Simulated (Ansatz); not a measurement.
Eigenvalues along a path: GaN (rocksalt type)

```
Ga N
1.0
     0.00000    2.00338    2.00338
     2.00338    0.00000    2.00338
     2.00338    2.00338    0.00000
Ga N
1 1
Direct
  0.00000 0.00000 0.00000
  0.50000 0.50000 0.50000
```

The cell comes from a relaxation on PAW files under the same functional, begun from a prototype that needn't be the stable phase.

Level of theory: DFT with LDA, scalar-relativistic, in Ansatz 0.2.0; a Γ-centred 17×17×17 k mesh, Fermi–Dirac smearing of 0.1 eV, no spin polarisation. LAPW: all electrons, basis error target 1 meV/atom.

This run: volume at 0.88 of the series' base cell.

Path points, in fractions of the reciprocal vectors: Γ (0.000, 0.000, 0.000), X (0.500, 0.000, 0.500), U (0.625, 0.250, 0.625), K (0.375, 0.375, 0.750), L (0.500, 0.500, 0.500), W (0.500, 0.250, 0.750). The distance column jumps between branches of the path. Levels in eV from the valence-band top; bands 6 to 16, counted from the lowest band of the run. The gap is 1.46 eV, the pressure 42.8 GPa.

```
# k(1/Å) point b6 b7 b8 b9 b10 b11 b12 b13 b14 b15 b16
0.000 Γ -18.96 -14.24 -14.24 -14.24 -14.09 -14.09 -0.75 -0.75 -0.75 4.28 15.47
0.196 - -18.84 -14.25 -14.22 -14.22 -14.12 -14.08 -1.08 -0.86 -0.86 4.74 13.97
0.392 - -18.50 -14.28 -14.21 -14.19 -14.19 -14.06 -1.84 -1.19 -1.19 5.79 12.33
0.588 - -17.97 -14.33 -14.28 -14.13 -14.13 -14.04 -2.72 -1.68 -1.68 6.67 10.82
0.784 - -17.37 -14.39 -14.20 -14.05 -14.05 -14.01 -3.66 -2.25 -2.25 5.89 9.84
0.980 - -16.91 -14.44 -13.97 -13.97 -13.97 -13.73 -4.75 -2.82 -2.82 4.08 8.99
1.176 - -16.71 -14.49 -13.95 -13.89 -13.89 -12.77 -6.06 -3.31 -3.31 2.61 8.39
1.372 - -16.67 -14.52 -13.93 -13.83 -13.83 -11.48 -7.54 -3.63 -3.63 1.74 8.03
1.568 X -16.67 -14.54 -13.92 -13.80 -13.80 -10.56 -8.52 -3.74 -3.74 1.46 7.91
1.637 - -16.66 -14.53 -13.93 -13.81 -13.80 -10.57 -8.50 -3.83 -3.72 1.55 7.95
1.707 - -16.64 -14.53 -13.94 -13.82 -13.81 -10.58 -8.44 -4.09 -3.66 1.78 8.07
1.776 - -16.61 -14.52 -13.96 -13.85 -13.81 -10.61 -8.34 -4.46 -3.56 2.10 8.26
1.845 - -16.56 -14.51 -13.99 -13.88 -13.82 -10.66 -8.20 -4.89 -3.42 2.48 8.51
1.915 - -16.50 -14.49 -14.03 -13.92 -13.83 -10.73 -8.03 -5.34 -3.26 2.88 8.81
1.984 - -16.43 -14.47 -14.07 -13.96 -13.83 -10.84 -7.82 -5.78 -3.05 3.28 9.14
2.053 - -16.36 -14.46 -14.11 -14.00 -13.85 -10.97 -7.58 -6.18 -2.83 3.67 9.44
2.123 U -16.28 -14.44 -14.15 -14.05 -13.86 -11.15 -7.32 -6.52 -2.58 4.04 9.71
3.083 K -16.28 -14.44 -14.15 -14.05 -13.86 -11.15 -7.32 -6.52 -2.58 4.04 9.71
3.291 - -16.05 -14.42 -14.27 -14.17 -13.90 -11.95 -7.04 -6.38 -1.73 5.16 10.01
3.499 - -15.97 -14.44 -14.36 -14.27 -13.96 -12.88 -6.89 -5.29 -0.89 6.34 9.65
3.707 - -16.30 -14.47 -14.39 -14.31 -14.02 -13.51 -6.24 -4.12 -0.26 7.61 9.05
3.914 - -17.03 -14.40 -14.35 -14.32 -14.09 -13.81 -5.23 -2.98 0.00 7.76 9.65
4.122 - -17.80 -14.30 -14.30 -14.28 -14.15 -13.97 -3.97 -2.01 -0.11 6.86 10.91
4.330 - -18.43 -14.27 -14.23 -14.19 -14.19 -14.06 -2.58 -1.29 -0.39 5.80 11.97
4.538 - -18.83 -14.25 -14.23 -14.23 -14.12 -14.09 -1.33 -0.88 -0.65 4.78 13.68
4.746 Γ -18.96 -14.24 -14.24 -14.24 -14.09 -14.09 -0.75 -0.75 -0.75 4.28 15.47
4.916 - -18.87 -14.24 -14.23 -14.23 -14.10 -14.10 -1.20 -0.73 -0.73 4.62 13.99
5.086 - -18.61 -14.26 -14.22 -14.22 -14.12 -14.12 -2.29 -0.68 -0.68 5.35 12.36
5.255 - -18.17 -14.29 -14.26 -14.26 -14.10 -14.10 -3.66 -0.60 -0.60 6.02 11.20
5.425 - -17.58 -14.33 -14.32 -14.32 -14.04 -14.04 -5.13 -0.50 -0.50 6.29 10.71
5.595 - -16.87 -14.39 -14.39 -14.37 -13.99 -13.99 -6.58 -0.38 -0.38 6.10 10.81
5.765 - -16.11 -14.45 -14.45 -14.44 -13.93 -13.93 -7.87 -0.27 -0.27 5.74 10.51
5.934 - -15.40 -14.55 -14.49 -14.49 -13.90 -13.90 -8.83 -0.19 -0.19 5.46 10.00
6.104 L -15.00 -14.71 -14.51 -14.51 -13.89 -13.89 -9.20 -0.16 -0.16 5.36 9.83
6.243 - -15.16 -14.69 -14.50 -14.36 -13.89 -13.82 -9.16 -0.51 -0.27 5.65 9.27
6.381 - -15.42 -14.64 -14.46 -14.23 -13.89 -13.55 -9.03 -1.35 -0.59 6.31 8.33
6.520 - -15.67 -14.57 -14.40 -14.20 -13.89 -13.11 -8.80 -2.41 -1.14 7.10 7.51
6.659 - -15.87 -14.49 -14.32 -14.21 -13.88 -12.58 -8.46 -3.51 -1.89 6.93 7.90
6.797 - -16.03 -14.42 -14.26 -14.23 -13.87 -12.01 -8.01 -4.56 -2.78 6.57 8.72
6.936 - -16.14 -14.36 -14.25 -14.22 -13.84 -11.47 -7.44 -5.47 -3.73 6.39 9.55
7.074 - -16.21 -14.30 -14.26 -14.22 -13.81 -11.03 -6.80 -6.12 -4.64 6.31 10.41
7.213 W -16.23 -14.27 -14.27 -14.24 -13.80 -10.86 -6.37 -6.37 -5.15 6.30 11.19
7.311 - -16.25 -14.33 -14.23 -14.20 -13.80 -10.84 -6.81 -5.92 -5.12 6.02 10.66
7.409 - -16.31 -14.39 -14.18 -14.12 -13.80 -10.81 -7.21 -5.47 -5.01 5.33 10.10
7.507 - -16.38 -14.43 -14.12 -14.05 -13.80 -10.76 -7.58 -5.03 -4.83 4.47 9.55
7.605 - -16.47 -14.47 -14.06 -13.97 -13.80 -10.71 -7.90 -4.62 -4.59 3.59 9.03
7.703 - -16.55 -14.50 -14.00 -13.90 -13.80 -10.65 -8.16 -4.31 -4.26 2.78 8.58
7.801 - -16.61 -14.52 -13.96 -13.85 -13.80 -10.60 -8.36 -4.04 -3.98 2.09 8.22
7.899 - -16.66 -14.53 -13.93 -13.82 -13.80 -10.57 -8.48 -3.82 -3.80 1.63 7.99
7.997 X -16.67 -14.54 -13.92 -13.80 -13.80 -10.56 -8.52 -3.74 -3.74 1.46 7.91
```
